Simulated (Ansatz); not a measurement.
# Al under changes of volume

One of the cells (15.895 Å³/atom); the others are scaled copies at fixed shape and fractional positions:

```
Al
1.0
     2.82708    0.00000    0.00000
    -1.41354    2.44832    0.00000
     0.00000    0.00000    9.18599
Al
4
Cartesian
  1.4135 0.8161 6.8895
  0.0000 0.0000 4.5930
  0.0000 1.6322 2.2965
  0.0000 0.0000 0.0000
```

This isn't the form of Al at room conditions, which is fcc.

| Item | Value |
| --- | --- |
| Program | Ansatz 0.2.0 |
| Functional | PBEsol |
| Potentials or basis | all-electron LAPW, scalar-relativistic |
| Cutoff | 137 eV (chosen from the basis error) |
| Basis error allowed | 0.001 eV/atom |
| k mesh | 11 × 11 × 3 |
| Occupations | fermi-dirac, width 0.05 eV |
| Spin | no spin polarisation |

```csv
volume (Å³/atom),energy over the lowest point (meV/atom),pressure (GPa)
14.942,?,?
15.260,17.40,5.9
15.578,7.90,3.8
15.895,2.22,2.0
16.213,0.00,0.3
16.531,0.90,-1.2
16.849,4.66,-2.6
```

What does the run at 14.942 Å³/atom give?

Energy over the lowest point 31.18 meV/atom; pressure 8.2 GPa.

Worked out: A Birch-Murnaghan fit of order 3 (a polynomial in V^(-2/3)) to the other rows has its minimum at 16.28 Å³/atom with B0 = V·E''(V) = 79 GPa and B' = 4.0 at fixed shape and positions, which overstates the stiffness. It gives 31.12 meV/atom at 14.942 Å³/atom, against the run's 31.18, and -dE/dV = 8.0 GPa, against 8.2.

Energies are extrapolated to zero smearing.
